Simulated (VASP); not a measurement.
Write the native input for VASP 6.6.1 that does the following.

* Task: relaxation of cell and atoms
* Functional: PBEsol
* Potentials or basis: VASP PAW PBE potentials, release 64 (Si, O)
* Cutoff: 600 eV
* k mesh: 8 × 8 × 10
* Occupations: gaussian, width 0.03 eV
* Spin: no spin polarisation
* Further INCAR settings: ALGO = Normal; EDIFF = 1e-06; IBRION = 2; EDIFFG = -0.01; NSW = 90; ISIF = 3

The structure of SiO2 (Stishovite) lies in POSCAR:

```
SiO2
1.0
    4.1773000000      0.0000000000      0.0000000000
    0.0000000000      4.1773000000      0.0000000000
    0.0000000000      0.0000000000      2.6652000000
Si O
2 4
Direct
    0.0000000000      0.0000000000      0.0000000000
    0.5000000000      0.5000000000      0.5000000000
    0.3059000000      0.3059000000      0.0000000000
    0.1941000000      0.8059000000      0.5000000000
    0.6941000000      0.6941000000      0.0000000000
    0.8059000000      0.1941000000      0.5000000000
```

One way to write it, as run:

INCAR

```
SYSTEM = SiO2
PREC = Accurate
ENCUT = 600
EDIFF = 1E-6
ISMEAR = 0
SIGMA = 0.03
LREAL = .False.
LASPH = .True.
NELM = 80
ALGO = Normal
ISIF = 3
LWAVE = .False.
LCHARG = .False.
GGA = PS
IBRION = 2
NSW = 90
EDIFFG = -0.01
KPAR = 2
```

KPOINTS

```
Automatic mesh
0
Gamma
  8 8 10
  0 0 0
```

Potentials or basis: VASP PAW PBE potentials, release 64 (Si, O).

Launch:

```bash
$ cat potpaw_PBE.64/Si/POTCAR potpaw_PBE.64/O/POTCAR > POTCAR
$ mpirun -np 2 vasp_std > vasp.out
```

Results of the run:

The relaxed volume is 7.86 Å³/atom and the relaxed cell is a = 4.192 Å, b = 4.192 Å, c = 2.683 Å, α = 90.00°, β = 90.00°, γ = 90.00°. The space group after relaxing (to 0.05 Å) is P4_2/mnm (No. 136). The energy gained by relaxing is 1.6 meV/atom. The ionic steps are 5 and the pressure after relaxing is 0.0 GPa. The band gap on the k mesh is 5.34 eV, direct.

Caveat: the PAW data sets were made with another functional, which shifts forces and pressure a little.

Run time: 52 s on 2 MPI ranks on Intel(R) Xeon(R) 6975P-C (Granite Rapids), on a shared host, peak memory 0.22 GiB a rank.
